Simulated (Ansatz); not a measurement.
# Ta (Im-3m) in Ansatz: notebook

The runs below take Ta through relaxation of cell and atoms, single point, with revPBE, BLYP, PBE.

All numbers are computed with Ansatz 0.2.0; they aren't measurements. Logs are shortened: lines on timing, memory, paths and dates and some standing lists are left out, and cuts for length are marked.

## 1. The crystal as given

The structure is cubic, space group Im-3m (No. 229). Conventional cell: a = 3.303 Å, b = 3.303 Å, c = 3.303 Å, α = 90.00°, β = 90.00°, γ = 90.00°. Ta (site symmetry m-3m) is surrounded by 8 Ta at 2.86 Å.

## 2. Relaxation of cell and atoms, revPBE

File input.yaml:

```yaml
crystal:
  lattice:
    - [-1.65128, 1.65128, 1.65128]
    - [1.65128, -1.65128, 1.65128]
    - [1.65128, 1.65128, -1.65128]
  atoms:
    - { symbol: Ta, position: [0.0, 0.0, 0.0] }
hamiltonian:
  xc: revpbe
  pseudopotentials: { kind: paw }
kpoints:
  mp_grid: { grid: [11, 11, 11] }
scf:
  occupations: { method: fermi_dirac, width: 0.05 }
output:
  forces: true
  stress: true
relax:
  f_tol: 0.01
  max_steps: 40
  cell: { stress_tol: 0.05 }
```

Potentials or basis: Ansatz PAW.

Launch:

```sh
$ ansatz run input.yaml --threads 2 --pin off --max-ram 5632MiB --backend cpu --events-out ev --progress --plain --runs-dir out
```

The program printed:

```text
Warning: RAYON_NUM_THREADS=2 ignored (pool sized by the plan → 2); use --threads N
Engine: ansatz 0.2.0, x86_64-unknown-linux-gnu
Pseudopotentials: kind: paw
Pseudopotential: Ta, paw, valence charge 13, recommended cutoff 420 eV (normal), Ta.paw.azcp
Functional definition: revPBE
  parameter kappa = 1.245
  parameter beta = 0.06672455060314922
  exchange = pbe_x(kappa = kappa, mu = beta*pi^2/3)
  correlation = pbe_c(beta = beta)
Crystal: 1 atoms, lattice volume = 18.010 Å³
Basis set: ecut = 420 eV, 369 PW (Γ), exchange–correlation on 40×40×40 points (8 copies of the dense FFT grid, shifted against one another)
Bands: 11, of which v1, the nominal top of the filled ones, is band 7 counted from 1 (6 counted from 0)
Symmetry: 48 space group operations
Space group: Im-3m (ITA 229), of the structure as read, at distance tolerance 2.6e-5 Å
k-points: 56 of 1331
Non-local potential: Ta, projectors of the file, l = 0: 3, l = 1: 2, l = 2: 2, l = 3: 1
PAW form: soft (Blöchl's): semilocal exchange-correlation on the pseudo side does not see the compensation charge
PAW frozen core: Ta, regenerated for the run's functional, and the local potential with it (the file was generated under x = pbe(κ = 0.804, μ = 0.2195149727645171), c = pbe(β = 0.06672455060314922))
PAW one-centre angular grid: Ta, 590 points (default); XC on 64 Gauss nodes
Initial density: superposition of atomic densities (neutral atoms: chi_scale 0, normalization atom), corrected by the library's trained network
Initial wavefunctions: pseudopotential atomic-orbital guess
Functional: x = revpbe(κ = 1.245, μ = 0.2195149727645171), c = pbe(β = 0.06672455060314922)
SCF iter   1: F=—  HF=-9941.184448 eV  |F-HF|=—  |Δ(HF+E_count)|=         —  Δρ=2.48e-3  dr2=3.36e-4  ethr=1.77e-3  ⟨swp⟩=5.8  Hψ=3537  notcnv=0
preconditioner: auto → none  [metal: Δε(μ)=0.068 eV  Ē_g=8.328 eV  σ=0.050 eV  W_gap=0.32  n_scr=0 (ndim 8)  ℏωp=19.6 eV  f_vac=0.000  D(μ)=0.98/eV (n_scr^D=12)]
SCF iter   2: F=—  HF=-9941.184387 eV  |F-HF|=—  |Δ(HF+E_count)|=   6.04e-5  Δρ=1.22e-3  dr2=8.59e-5  ethr=2.59e-6  ⟨swp⟩=2.4  Hψ=1385  notcnv=0
SCF iter   3: F=—  HF=-9941.184491 eV  |F-HF|=—  |Δ(HF+E_count)|=   1.04e-4  Δρ=1.56e-4  dr2=1.00e-6  ethr=6.60e-7  ⟨swp⟩=2.0  Hψ=912  notcnv=0
iter 4 did not close the SCF: its close was put off for the readings that it lacked (scf_convergence_deferred on its scf_iter line)
SCF iter   4: F=-9941.184492 eV  HF=-9941.184492 eV  |F-HF|=3.03e-8  |Δ(HF+E_count)|=   3.45e-7  Δρ=4.50e-5  dr2=9.21e-8  ethr=7.70e-9  ⟨swp⟩=1.9  Hψ=778  notcnv=0
iter 5 did not close the SCF: its close was put off for the readings that it lacked (scf_convergence_deferred on its scf_iter line)
SCF iter   5: F=-9941.184492 eV  HF=-9941.184492 eV  |F-HF|=1.91e-10  |Δ(HF+E_count)|=   2.51e-8  Δρ=2.36e-6  dr2=3.49e-10  ethr=7.08e-10  ⟨swp⟩=2.0  Hψ=943  notcnv=0
SCF iter   6: F=-9941.184492 eV  HF=-9941.184492 eV  |F-HF|=1.64e-11  |Δ(HF+E_count)|=  8.19e-11  Δρ=6.69e-7  dr2=2.14e-11  ethr=2.69e-12  ⟨swp⟩=1.3  Hψ=1803  notcnv=0
SCF 1 converged in 6 iterations: F = -9941.184492 eV  dr2 = 2.14e-11
relax step   1: F+E_penalty+E_count = -9941.18449173 eV  Δ(F+E_penalty+E_count) = +0.000e0 eV  max|allowed force component| = 0.000e0 eV/Å  Δτ_max = 0.0000 Å  P = +5.108 GPa  Ω = 18.010 Å³  (6 SCF iters, dr2 threshold 1.00e-7 eV, accepted)
Crystal: 1 atoms, lattice volume = 19.889 Å³
Basis set: ecut = 420 eV, 381 PW (Γ), exchange–correlation on 40×40×40 points (8 copies of the dense FFT grid, shifted against one another)
Initial density: handed on by an earlier stage of this run
Initial wavefunctions: those handed on with the density
iter 1 solved again at ethr=1.11e-5 eV; its pass at ethr=3.10e-3 eV (dr2=1.44e-3 eV) is discarded
SCF iter   1: F=—  HF=-9941.134954 eV  |F-HF|=—  |Δ(HF+E_count)|=         —  Δρ=2.83e-3  dr2=1.14e-3  ethr=1.11e-5  ⟨swp⟩=1.9  Hψ=4840  notcnv=0
preconditioner: auto → none  [metal: Δε(μ)=0.061 eV  Ē_g=7.541 eV  σ=0.050 eV  W_gap=0.28  n_scr=0 (ndim 8)  ℏωp=18.6 eV  f_vac=0.000  D(μ)=1.44/eV (n_scr^D=12)]
SCF iter   2: F=—  HF=-9941.135048 eV  |F-HF|=—  |Δ(HF+E_count)|=   9.45e-5  Δρ=1.06e-3  dr2=6.73e-5  ethr=8.79e-6  ⟨swp⟩=2.6  Hψ=857  notcnv=0
SCF iter   3: F=—  HF=-9941.135194 eV  |F-HF|=—  |Δ(HF+E_count)|=   1.45e-4  Δρ=2.97e-4  dr2=4.41e-6  ethr=5.17e-7  ⟨swp⟩=2.2  Hψ=784  notcnv=0
SCF iter   4: F=-9941.135208 eV  HF=-9941.135208 eV  |F-HF|=9.82e-9  |Δ(HF+E_count)|=   1.45e-5  Δρ=1.38e-5  dr2=3.32e-8  ethr=7.69e-10  ⟨swp⟩=3.0  Hψ=2325  notcnv=0
SCF 2 converged in 4 iterations: F = -9941.135208 eV  dr2 = 3.32e-8
relax step   2: F+E_penalty+E_count = -9941.13520799 eV  Δ(F+E_penalty+E_count) = +4.928e-2 eV  max|allowed force component| = 0.000e0 eV/Å  Δτ_max = 0.0000 Å  P = -12.038 GPa  Ω = 19.889 Å³  energy of the carried Pulay correction = -6.853e-4 eV  (4 SCF iters, dr2 threshold 1.00e-7 eV, rejected (line search))
Crystal: 1 atoms, lattice volume = 18.532 Å³
iter 1 solved again at ethr=3.98e-6 eV; its pass at ethr=3.10e-3 eV (dr2=5.18e-4 eV) is discarded
SCF iter   1: F=—  HF=-9941.191417 eV  |F-HF|=—  |Δ(HF+E_count)|=         —  Δρ=1.99e-3  dr2=4.82e-4  ethr=3.98e-6  ⟨swp⟩=2.1  Hψ=4743  notcnv=0
preconditioner: auto → none  [metal: Δε(μ)=0.066 eV  Ē_g=8.096 eV  σ=0.050 eV  W_gap=0.31  n_scr=0 (ndim 8)  ℏωp=19.3 eV  f_vac=0.000  D(μ)=1.21/eV (n_scr^D=12)]
SCF iter   2: F=—  HF=-9941.191478 eV  |F-HF|=—  |Δ(HF+E_count)|=   6.08e-5  Δρ=7.57e-4  dr2=3.15e-5  ethr=3.70e-6  ⟨swp⟩=2.5  Hψ=866  notcnv=0
SCF iter   3: F=—  HF=-9941.191552 eV  |F-HF|=—  |Δ(HF+E_count)|=   7.40e-5  Δρ=1.94e-4  dr2=1.66e-6  ethr=2.42e-7  ⟨swp⟩=2.1  Hψ=769  notcnv=0
SCF iter   4: F=—  HF=-9941.191557 eV  |F-HF|=—  |Δ(HF+E_count)|=   5.04e-6  Δρ=8.03e-6  dr2=1.04e-8  ethr=1.28e-8  ⟨swp⟩=2.9  Hψ=981  notcnv=0
SCF iter   5: F=—  HF=-9941.191557 eV  |F-HF|=—  |Δ(HF+E_count)|=  7.88e-10  Δρ=1.11e-6  dr2=8.88e-11  ethr=7.97e-11  ⟨swp⟩=2.1  Hψ=877  notcnv=0
SCF iter   6: F=-9941.191557 eV  HF=-9941.191557 eV  |F-HF|=3.64e-12  |Δ(HF+E_count)|=  6.73e-11  Δρ=6.10e-8  dr2=3.14e-13  ethr=1.00e-12  ⟨swp⟩=5.6  Hψ=2200  notcnv=0
SCF 3 converged in 6 iterations: F = -9941.191557 eV  dr2 = 3.14e-13
relax step   3: F+E_penalty+E_count = -9941.19155682 eV  Δ(F+E_penalty+E_count) = -7.065e-3 eV  max|allowed force component| = 0.000e0 eV/Å  Δτ_max = 0.0000 Å  P = -0.510 GPa  Ω = 18.532 Å³  energy of the carried Pulay correction = -1.973e-4 eV  (6 SCF iters, accepted)
Crystal: 1 atoms, lattice volume = 18.481 Å³
iter 1 solved again at ethr=1.42e-8 eV; its pass at ethr=3.10e-3 eV (dr2=1.85e-6 eV) is discarded
SCF iter   1: F=—  HF=-9941.191653 eV  |F-HF|=—  |Δ(HF+E_count)|=         —  Δρ=8.00e-5  dr2=8.34e-7  ethr=1.42e-8  ⟨swp⟩=2.6  Hψ=4249  notcnv=0
preconditioner: auto → none  [metal: Δε(μ)=0.066 eV  Ē_g=8.126 eV  σ=0.050 eV  W_gap=0.31  n_scr=0 (ndim 8)  ℏωp=19.3 eV  f_vac=0.000  D(μ)=1.21/eV (n_scr^D=12)]
SCF iter   2: F=-9941.191656 eV  HF=-9941.191656 eV  |F-HF|=1.16e-7  |Δ(HF+E_count)|=   2.79e-6  Δρ=3.07e-5  dr2=6.02e-8  ethr=7.69e-10  ⟨swp⟩=2.9  Hψ=2290  notcnv=0
SCF 4 converged in 2 iterations: F = -9941.191656 eV  dr2 = 6.02e-8
relax step   4: F+E_penalty+E_count = -9941.19165630 eV  Δ(F+E_penalty+E_count) = -9.949e-5 eV  max|allowed force component| = 0.000e0 eV/Å  Δτ_max = 0.0000 Å  P = +0.000 GPa  Ω = 18.481 Å³  energy of the carried Pulay correction = -1.784e-4 eV  (2 SCF iters, dr2 threshold 1.00e-7 eV, accepted)
Initial wavefunctions: pseudopotential atomic-orbital guess (no wavefunctions were taken with the density)
iter 1 solved again at ethr=6.76e-8 eV; its pass at ethr=3.10e-3 eV (dr2=8.79e-6 eV) is discarded
SCF iter   1: F=—  HF=-9941.191801 eV  |F-HF|=—  |Δ(HF+E_count)|=         —  Δρ=3.65e-4  dr2=6.51e-7  ethr=6.76e-8  ⟨swp⟩=3.1  Hψ=5187  notcnv=0
preconditioner: auto → none  [metal: Δε(μ)=0.065 eV  Ē_g=8.126 eV  σ=0.050 eV  W_gap=0.31  n_scr=0 (ndim 8)  ℏωp=19.3 eV  f_vac=0.000  D(μ)=1.21/eV (n_scr^D=12)]
SCF iter   2: F=—  HF=-9941.191841 eV  |F-HF|=—  |Δ(HF+E_count)|=   4.01e-5  Δρ=1.82e-4  dr2=1.56e-7  ethr=5.00e-9  ⟨swp⟩=1.0  Hψ=616  notcnv=0
SCF iter   3: F=—  HF=-9941.191854 eV  |F-HF|=—  |Δ(HF+E_count)|=   1.28e-5  Δρ=3.93e-6  dr2=1.08e-9  ethr=1.20e-9  ⟨swp⟩=1.0  Hψ=617  notcnv=0
SCF iter   4: F=—  HF=-9941.191854 eV  |F-HF|=—  |Δ(HF+E_count)|=   2.98e-9  Δρ=4.55e-7  dr2=1.20e-11  ethr=8.28e-12  ⟨swp⟩=2.0  Hψ=919  notcnv=0
SCF iter   5: F=-9941.191854 eV  HF=-9941.191854 eV  |F-HF|=5.46e-12  |Δ(HF+E_count)|=  5.46e-12  Δρ=6.25e-8  dr2=4.84e-13  ethr=1.00e-12  ⟨swp⟩=5.1  Hψ=2092  notcnv=0
SCF 5 converged in 5 iterations: F = -9941.191854 eV  dr2 = 4.84e-13
relax step   5: F+E_penalty+E_count = -9941.19185381 eV  Δ(F+E_penalty+E_count) = -1.975e-4 eV  max|allowed force component| = 0.000e0 eV/Å  Δτ_max = 0.0000 Å  P = +0.012 GPa  Ω = 18.481 Å³  stress off target by 1.20e-2 GPa  SCF on the basis re-selected at this cell (its energy is not comparable with the rows above)  (5 SCF iters)
basis re-selected at this cell: Δ(F+E_penalty+E_count) = -1.975e-4 eV, ΔP = +0.012 GPa vs the last step (what re-selecting the basis moved, of the pressure what is left beyond the Pulay correction that the steps carried, after the strain that the cell walked since its last selection, with what the two solves' SCF thresholds leave and, on support functions, any second-order correction that the steps lacked; it is no measure of the basis error at this ecutwfc). This SCF's stress stands 1.20e-2 GPa from its target on what of the cell is left free (relax.cell.stress_tol is 5.00e-2 GPa) and its largest allowed force component is 0.00e0 eV/Å (relax.f_tol is 1.00e-2 eV/Å): within both
SCF converged after 5 iterations
Free energy (F): -9941.191854 eV
Harris-Foulkes:  -9941.191854 eV  (|F-HF|=5.46e-12)
Internal energy: -9941.181763 eV  (E = F + TS)
E sigma→0 (E₀):  -9941.186808 eV
Entropy (-TS):   -0.010091 eV (-10.091 meV/atom)
Fermi energy:    18.157811 eV
--- Per-component energies (eV) ---
  E_band       = -109.859229
  E_kinetic    = 365.314115
  E_local      = -561.642131  (includes V_loc(G=0)·N_el)
  E_nonlocal   = 14.006064
  E_hartree    = 194.180831
  E_xc         = -218.456203
  E_vxc        = -203.656504  (∫ρ·V_xc dr)
  E_paw        = -8405.239049  (= ΣΔE_a)
  E_vpaw       = -112.242594  (= ΣTr[D̂ρ^β])
  E_aug_tail   = 0.000142  (compensation charges beyond the density's cutoff)
  E_ewald      = -1329.326261
  E_core_change = -0.019271  (= ΣΔE_core)
  E_smearing   = -0.010091  (= −TS)
  E_closure    = 0.000000  (closes the sum)
  Σ components = -9941.191854   (vs F -9941.191854, Δ=0.00e0)
--- Forces (eV/Å), atoms counted from 1 ---
  atom   1  Ta    -0.00000000     0.00000000     0.00000000
  max |Σ_I F_I| component: 3.60e-32 eV/Å
--- Stress (GPa, compression-positive) ---
        0.012035       0.000000       0.000000
        0.000000       0.012035      -0.000000
       -0.000000       0.000000       0.012035
  P = ⅓ Tr σ = 0.0120 GPa (0.120 kbar)
--- Relaxed structure (4 steps of the walk, 3 accepted, 1 SCFs on fresh bases) ---
  F+E_penalty+E_count = -9941.19185381 eV   max|allowed force component| = 0.000e0 eV/Å   (the final SCF, on the basis selected at the relaxed cell)
  cell:  # Å, volume = 18.4812 Å³
    - [-1.6655468148759205, 1.6655468148759205, 1.6655468148759205]
    - [1.6655468148759205, -1.6655468148759205, 1.6655468148759205]
    - [1.6655468148759205, 1.6655468148759205, -1.6655468148759205]
  atoms:
    - { symbol: Ta, position: [0.0, 0.0, 0.0] }
```

It took 2.2 s on 2 threads of Intel Xeon at 2.70GHz, shared host; peak memory 0.31 GiB.

Results:

- Free energy: -9941.1919 eV
- Relaxed volume: 18.48 Å³/atom
- Relaxed cell: a = 2.885 Å, b = 2.885 Å, c = 2.885 Å, α = 109.47°, β = 109.47°, γ = 109.47°
- Space group after relaxing (to 0.05 Å): Im-3m (No. 229)
- Energy gained by relaxing: 7.4 meV/atom
- Ionic steps: 4
- Pressure after relaxing: 0.0 GPa

Step by step:
| step | energy change (eV) | largest force (eV/Å) | volume (Å³) |
| --- | --- | --- | --- |
| 1 | 0.0000 | 0.0000 | 18.01 |
| 2 | -0.0071 | 0.0000 | 18.53 |
| 3 | -0.0072 | 0.0000 | 18.48 |
| 4 | -0.0074 | 0.0000 | 18.48 |

Final structure:
```xyz
1
Lattice="-1.6655 1.6655 1.6655 1.6655 -1.6655 1.6655 1.6655 1.6655 -1.6655" Properties=species:S:1:pos:R:3 pbc="T T T"
Ta    0.0000    0.0000    0.0000
```

Caveat: the plane-wave basis is chosen anew once the cell has moved, so the energies of steps on either side of that aren't comparable; the PAW data sets come from PBE, with cores solved anew for the run's functional, which leaves a small shift of forces and pressure. Zero-point motion and thermal expansion aren't in these numbers.

## 3. Relaxation of cell and atoms, BLYP

Edit input.yaml of step 2 so:

```diff
@@ -8,3 +8,3 @@
 hamiltonian:
-  xc: revpbe
+  xc: blyp
   pseudopotentials: { kind: paw }
@@ -17,2 +17,6 @@
   stress: true
+  write_density: true
+  write_potential: true
+  elf: true
+  volumetric_format: npy
 relax:
```

Potentials or basis: Ansatz PAW.

Launch:

```sh
$ ansatz run input.yaml --threads 2 --pin off --max-ram 5632MiB --backend cpu --events-out ev --progress --plain --runs-dir out
```

Wall time 2.7 s (2 threads of Intel Xeon at 2.70GHz, shared host); peak memory 0.32 GiB.

Results (log left out):

```yaml
Free_energy: -9956.1137 eV
Relaxed_volume: 18.82 Å³/atom
Relaxed_cell: a = 2.902 Å, b = 2.902 Å, c = 2.902 Å, α = 109.47°, β = 109.47°, γ = 109.47°
Space_group_after_relaxing_to_0.05_Å: Im-3m (No. 229)
Energy_gained_by_relaxing: 21.4 meV/atom
Ionic_steps: 4
Pressure_after_relaxing: 0.0 GPa
Band_gap_on_the_k_mesh: none (metal or under the smearing width)
```

The path:
| step | energy change (eV) | largest force (eV/Å) | volume (Å³) |
| --- | --- | --- | --- |
| 1 | 0.0000 | 0.0000 | 18.01 |
| 2 | -0.0206 | 0.0000 | 18.95 |
| 3 | -0.0212 | 0.0000 | 18.82 |
| 4 | -0.0214 | 0.0000 | 18.82 |

Final structure:
```
Ta
1.0
    -1.67567    1.67567    1.67567
     1.67567   -1.67567    1.67567
     1.67567    1.67567   -1.67567
Ta
1
Direct
  0.00000 0.00000 0.00000
```

Levels at points of the mesh, in eV from the Fermi level:
```tsv
k point	band 2	band 3	band 4	band 5	band 6	band 7	band 8	band 9	band 10	band 11
(0.00, 0.00, 0.00)	-33.27	-33.27	-33.27	-7.61	0.63	0.63	0.63	3.75	3.75	14.61
```

Caveat: the plane-wave basis is chosen anew once the cell has moved, so the energies of steps on either side of that aren't comparable; the PAW data sets come from PBE, with cores solved anew for the run's functional, which leaves a small shift of forces and pressure.

## 4. Single point, PBE

File input.yaml:

```yaml
crystal:
  lattice:
    - [-1.65128, 1.65128, 1.65128]
    - [1.65128, -1.65128, 1.65128]
    - [1.65128, 1.65128, -1.65128]
  atoms:
    - { symbol: Ta, position: [0.0, 0.0, 0.0] }
hamiltonian:
  xc: pbe
  pseudopotentials: { kind: paw }
kpoints:
  mp_grid: { grid: [11, 11, 11] }
scf:
  occupations: { method: gaussian, width: 0.012 }
output:
  forces: true
  stress: true
  eigenvalues: true
```

Launch:

```sh
$ ansatz run input.yaml --threads 2 --pin off --max-ram 5632MiB --backend cpu --events-out ev --progress --plain --runs-dir out
```

It took 0.72 s on 2 threads of Intel Xeon at 2.70GHz, shared host; peak memory 0.29 GiB.

The run converged. Its results:

```
Free energy            : -9932.2535 eV
Pressure               : 2.1 GPa
Band gap on the k mesh : none (metal or under the smearing width)
```

Levels at points of the mesh, in eV from the Fermi level:
| k point | band 4 | band 5 | band 6 | band 7 | band 8 | band 9 |
| --- | --- | --- | --- | --- | --- | --- |
| (0.00, 0.00, 0.00) | -32.96 | -7.85 | 0.79 | 0.79 | 0.79 | 4.06 |

Spin-orbit coupling is left out, which matters for the levels of Ta.

## 5. The runs side by side

```csv
task,level,cell,smearing,gap on the mesh (eV),pressure (GPa),relaxed volume (Å³/atom)
relaxation of cell and atoms,revPBE,relaxed,fermi-dirac 0.05 eV,-,0.0,18.48
relaxation of cell and atoms,BLYP,relaxed,fermi-dirac 0.05 eV,none,0.0,18.82
single point,PBE,as given,gaussian 0.012 eV,none,2.1,-
```

Alike in all rows: potentials or basis Ansatz PAW; no spin polarisation; k mesh 11 × 11 × 11; cutoff (eV) 420.

Caveats: the plane-wave basis is chosen anew once the cell has moved, so the energies of steps on either side of that aren't comparable (some runs); the PAW data sets come from PBE, with cores solved anew for the run's functional, which leaves a small shift of forces and pressure (some runs).

Absolute energies hang on the potentials; compare differences alone.
